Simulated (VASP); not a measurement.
# SiO2 (Quartz): zone-centre modes, functional by functional, part 4 of 4

How much do the zone-centre frequencies of SiO2 (Quartz) depend on the functional? The starting structure is a measured crystal structure from the Crystallography Open Database.

VASP 6.6.1.

Results so far: LDA E (8) 1148.7 cm⁻¹; LDA at the measured cell E (8) 1153.2 cm⁻¹; PBEsol E (8) 1141.1 cm⁻¹; PBE E (8) 1137.6 cm⁻¹; PBEsol + D3(BJ) E (8) 1133.3 cm⁻¹.

## Step 7: Modes with r2SCAN

Level of this step: r2SCAN; plane waves and PAW (Si, O) (VASP).

r2SCAN adds the kinetic-energy density, costs more than a GGA and is run with LASPH. The cell comes from a relaxation at this level, not shown (113.98 Å³).

The input, INCAR:

```
SYSTEM = SiO2
PREC = Accurate
ENCUT = 520
EDIFF = 1E-08
NELM = 100
ISMEAR = 0
SIGMA = 0.03
LREAL = .FALSE.
ALGO = Normal
METAGGA = R2SCAN
LASPH = .TRUE.
NBANDS = 33
LORBIT = 11
LWAVE = .FALSE.
LCHARG = .FALSE.
KPAR = 16
IBRION = 6
NFREE = 2
POTIM = 0.015
NSW = 1
ISIF = 2
```

The input, POSCAR:

```
SiO2
1.0
    4.9262012202      0.0000000000      0.0000000000
   -2.4631006101      4.2662154008      0.0000000000
    0.0000000000      0.0000000000      5.4233167497
Si O
3 6
Direct
    0.4691944739      0.4691944739      0.0000000000
    0.0000000000      0.5308055261      0.6666666667
    0.5308055261      0.0000000000      0.3333333333
    0.8548648031      0.2684597805      0.4519242631
    0.7315402195      0.5864050226      0.7852575965
    0.4135949774      0.1451351969      0.1185909298
    0.2684597805      0.8548648031      0.5480757369
    0.5864050226      0.7315402195      0.2147424035
    0.1451351969      0.4135949774      0.8814090702
```

The input, KPOINTS:

```
Automatic mesh
0
Gamma
6 6 4
0 0 0
```

Potentials, in the order of the species: Si and O (PBE family, release 64).

On the command line:

```bash
mpirun -np 16 vasp_std
```

Log:

```text
[banner, memory and clock lines left out]
running   16 mpi-ranks, on    1 nodes
[...]
[... a notice as in an earlier step ...]

 [... a notice as in an earlier step ...]

 LDA part: xc-table for (None), standard interpolation
 POSCAR, INCAR and KPOINTS ok, starting setup
[...]
entering main loop
       N       E                     dE             d eps       ncg     rms          rms(c)
DAV:   1     0.259246935354E+03    0.25925E+03   -0.25964E+04  1592   0.138E+03
DAV:   2    -0.942880708587E+02   -0.35354E+03   -0.34278E+03  2075   0.316E+02
DAV:   3    -0.112940516114E+03   -0.18652E+02   -0.18579E+02  2016   0.772E+01
DAV:   4    -0.113131314289E+03   -0.19080E+00   -0.19062E+00  1976   0.879E+00
[...]
DAV:  16    -0.894307238552E+02   -0.59113E-07   -0.29588E-08  1992   0.101E-03    0.152E-04
DAV:  17    -0.894307238663E+02   -0.11116E-07   -0.68323E-10  1240   0.161E-04    0.160E-05
DAV:  18    -0.894307238698E+02   -0.34788E-08   -0.11720E-10  1144   0.649E-05
   1 F= -.89430724E+02 E0= -.89430724E+02  d E =-.955463E-11
[... from here on, the cycles between the ionic steps are left out ...]
   2 F= -.89425540E+02 E0= -.89425540E+02  d E =-.721688E-29
   3 F= -.89425440E+02 E0= -.89425440E+02  d E =-.377035E-29
   4 F= -.89425191E+02 E0= -.89425191E+02  d E =-.602519E-11
   5 F= -.89425191E+02 E0= -.89425191E+02  d E =-.578794E-27
   6 F= -.89428978E+02 E0= -.89428978E+02  d E =-.140880E-27
   7 F= -.89428940E+02 E0= -.89428940E+02  d E =-.961951E-12
   8 F= -.89426832E+02 E0= -.89426832E+02  d E =-.376236E-28
   9 F= -.89426807E+02 E0= -.89426807E+02  d E =-.262498E-11
  10 F= -.89427764E+02 E0= -.89427764E+02  d E =-.681018E-11
  11 F= -.89427821E+02 E0= -.89427821E+02  d E =-.137528E-28
 Finite differences progress:
  Degree of freedom:   5/  5
  Displacement:        2/  2
  Total:              10/ 10
```

Wall time 13 min (16 MPI ranks of Intel Xeon Platinum 8488C (Sapphire Rapids), shared host); peak memory 9.1 GiB.

OUTCAR, selected parts (step 7):

```text
  Total        0.0928164     -0.0932154     -0.2424880      0.1155074     -0.1499604      0.0801939
  in kB        1.3047147     -1.3103230     -3.4086382      1.6236805     -2.1079845      1.1272810
  external PRESSURE =      -1.1380822 kB  Pullay stress =       0.0000000 kB

 POSITION                                       TOTAL-FORCE (eV/Angst)
 -----------------------------------------------------------------------------------
      1.15567      2.00168      0.00000         0.007983     -0.020373      0.048765
     -1.30743      2.26453      3.61554        -0.005187     -0.157652     -0.204002
      2.61485      0.00000      1.80777        -0.077405     -0.094536     -0.106318
      3.54999      1.14531      2.43593         0.121664      0.347071      0.385550
      2.15934      2.50173      4.25870         0.023036     -0.016820     -0.033304
      1.67997      0.61918      0.64316        -0.034687     -0.004447     -0.032948
     -0.78313      3.64704      2.97239         0.000800     -0.007407      0.015491
      1.08689      3.12091      1.16462        -0.003765     -0.033416     -0.021967
     -0.30376      1.76449      4.78016        -0.032439     -0.012421     -0.051266
 -----------------------------------------------------------------------------------
    total drift:                                0.000107      0.000045     -0.000582

  FREE ENERGIE OF THE ION-ELECTRON SYSTEM (eV)
  ---------------------------------------------------
  free  energy   TOTEN  =       -89.4278208587 eV

  energy  without entropy=      -89.4278208587  energy(sigma->0) =      -89.42782086

[... 1 part as in an earlier step ...]

[... 2 further parts left out ...]
[key lines of the parts left out:]
E-fermi :   0.8094
```

With r2SCAN the modes are at the top E (8) 1166.8, A1 (4) 1094.1 cm⁻¹, at the bottom A1 (1) 209.6, E (1) 130.0 cm⁻¹, with 12 more of the listed ones between; the largest shift is +20.8 cm⁻¹, in A2 (1), from LDA.

## Step 8: Comparison

| run | E (8) | A1 (4) | A2 (4) | E (7) | A1 (2) | E (2) | A1 (1) | E (1) | core minutes |
| --- | --- | --- | --- | --- | --- | --- | --- | --- | --- |
| LDA | 1148.7 | 1085.6 | 1080.8 | 1070.3 | 337.6 | 255.2 | 223.7 | 129.0 | 51.8 |
| LDA at the measured cell | 1153.2 | 1086.5 | 1080.2 | 1071.9 | 338.2 | 251.2 | 202.6 | 122.2 | 64.6 |
| PBEsol | 1141.1 | 1072.7 | 1063.8 | 1056.3 | 336.6 | 248.7 | 192.7 | 120.6 | 65.4 |
| PBE | 1137.6 | 1057.4 | 1045.6 | 1040.1 | 340.7 | 246.0 | 155.3 | 112.9 | 74.2 |
| PBEsol + D3(BJ) | 1133.3 | 1071.8 | 1065.6 | 1054.1 | 334.6 | 255.7 | 228.9 | 129.9 | 50.4 |
| r2SCAN | 1166.8 | 1094.1 | 1086.7 | 1078.4 | 353.8 | 264.0 | 209.6 | 130.0 | 209.0 |

Modes are in cm⁻¹, degenerate ones as one, matched between runs by symmetry and order. A number in brackets counts the listed modes of one symmetry from the lowest. The symmetry labels come from an automatic analysis and can be wrong where levels nearly coincide. Between the highest four and the lowest four, 8 more are left out. Core minutes are wall time times ranks of the run shown, on a shared host.

## Step 9: Results

| Item | Value |
| --- | --- |
| E (8), LDA | 1148.7 cm⁻¹ |
| E (1), LDA | 129.0 cm⁻¹ |
| E (8), LDA at the measured cell | 1153.2 cm⁻¹ |
| E (1), LDA at the measured cell | 122.2 cm⁻¹ |
| E (8), PBEsol | 1141.1 cm⁻¹ |
| E (1), PBEsol | 120.6 cm⁻¹ |
| E (8), PBE | 1137.6 cm⁻¹ |
| E (1), PBE | 112.9 cm⁻¹ |
| E (8), PBEsol + D3(BJ) | 1133.3 cm⁻¹ |
| E (1), PBEsol + D3(BJ) | 129.9 cm⁻¹ |
| E (8), r2SCAN | 1166.8 cm⁻¹ |
| E (1), r2SCAN | 130.0 cm⁻¹ |

On the cells relaxed at each level, the E (8) mode of SiO2 (Quartz), the highest of the listed ones in the run with LDA, lies between 1133 cm⁻¹ (PBEsol + D3(BJ)) and 1167 cm⁻¹ (r2SCAN). On the cells relaxed at each level, the E (1) mode of SiO2 (Quartz), the lowest of the listed ones in the run with LDA, lies between 113 cm⁻¹ (PBE) and 130 cm⁻¹ (r2SCAN). Taking the measured cell, +2.4 % in volume, instead of the one relaxed with LDA moves A1 (1) by -21.1 cm⁻¹. LASPH is on in some of these runs and off in others, which adds a little to the differences. The frequencies are harmonic, and the splitting of polar modes by their long-range field is left out. Further runs on this material are not shown.

[Lines on the potential files, build, host, timing and source positions are cut from VASP's logs without a mark.]

[Logs are printed without paths, hosts, clocks, repeated set-up lines and the standing remarks that a program may print on its own settings, such as how far it seeks lower states.]

[Hosts, paths, dates, database ids (printed as entryN), source tags and the programs' standing remarks are cut or masked in the printed files.]
